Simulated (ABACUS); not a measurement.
Here is an ABACUS 3.10.1 calculation.

The input INPUT:

```
INPUT_PARAMETERS
suffix              PtS2
calculation         scf
basis_type          pw
pseudo_dir          ./
symmetry            1
dft_functional      pbesol
ecutwfc             84
pseudo_rcut         7
nspin               1
nbands              19
ks_solver           dav
smearing_method     fd
smearing_sigma      0.00367493
scf_thr             1e-08
scf_nmax            100
mixing_type         broyden
mixing_beta         0.7
cal_force           1
cal_stress          1
kpar                4
```

File STRU:

```
ATOMIC_SPECIES
Pt 195.0840 Pt.upf
S 32.0600 S.upf

LATTICE_CONSTANT
1.8897261246

LATTICE_VECTORS
3.5432000000 0.0000000000 0.0000000000
-1.7716000000 3.0685012107 0.0000000000
0.0000000000 0.0000000000 5.0388000000

ATOMIC_POSITIONS
Direct

Pt
0.0
1
-0.0005740000 -0.0065100000 0.0100490000 1 1 1

S
0.0
2
0.6671830000 0.3310740000 0.7716870000 1 1 1
0.3350640000 0.6714820000 0.2343540000 1 1 1
```

Contents of KPT:

```
K_POINTS
0
Gamma
9 9 5 0 0 0
```

Potentials or basis: PseudoDojo NC SR 0.4.1 PBEsol standard, plane waves.

The run is started by

```bash
$ OMP_NUM_THREADS=1 mpirun -np 4 abacus > log
```

What does it give for the pressure?

4.4 GPa.

Predict the largest force.

1.090 eV/Å.

What does it give for the band gap on the k mesh?

0.82 eV, indirect (least direct gap 0.95 eV).

Forces in eV/Å, atoms in the order of the input:
```
Pt  -0.162  0.462 -0.723
S    0.020 -0.087 -0.291
S    0.142 -0.375  1.013
```

Caveat: spin-orbit coupling is left out, which moves the levels of the heavy elements; an odd mesh through Γ misses points on the zone boundary, where band edges often lie.
